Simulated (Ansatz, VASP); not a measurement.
## GaN: VASP beside Ansatz

```xyz
4
Lattice="3.1800 0.0000 0.0000 -1.5900 2.7540 0.0000 0.0000 0.0000 5.1660" Properties=species:S:1:pos:R:3 pbc="T T T"
Ga    0.0000    1.8360    0.0000
Ga    1.5900    0.9180    2.5830
N     0.0000    1.8360    1.9373
N     1.5900    0.9180    4.5203
```

Alike in both runs: task single point; functional PBE; k mesh 18 × 18 × 8; occupations gaussian, width 0.05 eV; no spin polarisation.

|  | VASP | Ansatz |
| --- | --- | --- |
| version | VASP 6.6.1 | Ansatz 0.2.0 |
| potentials or method | VASP PAW PBE potentials, release 64 (Ga_d, N) | scalar-relativistic, plane waves, PAW |
| plane-wave cutoff (eV) | 520 | 420 |
| valence electrons in the cell | 36 | 36 |

Ansatz gave:

- gap on the k mesh at the Fermi level (eV): 1.96
- pressure (GPa): 7.3
- largest component of the traceless stress (GPa): 1.44
- rms of the force components (eV/Å): 0.079

Task: Which values does VASP return?

Result: gap on the k mesh at the Fermi level (eV): 1.97; pressure (GPa): 7.3; largest component of the traceless stress (GPa): 1.45; rms of the force components (eV/Å): 0.078.

Atom by atom the forces differ by 0.001 eV/Å (rms over components).

A k mesh can miss the band edges.
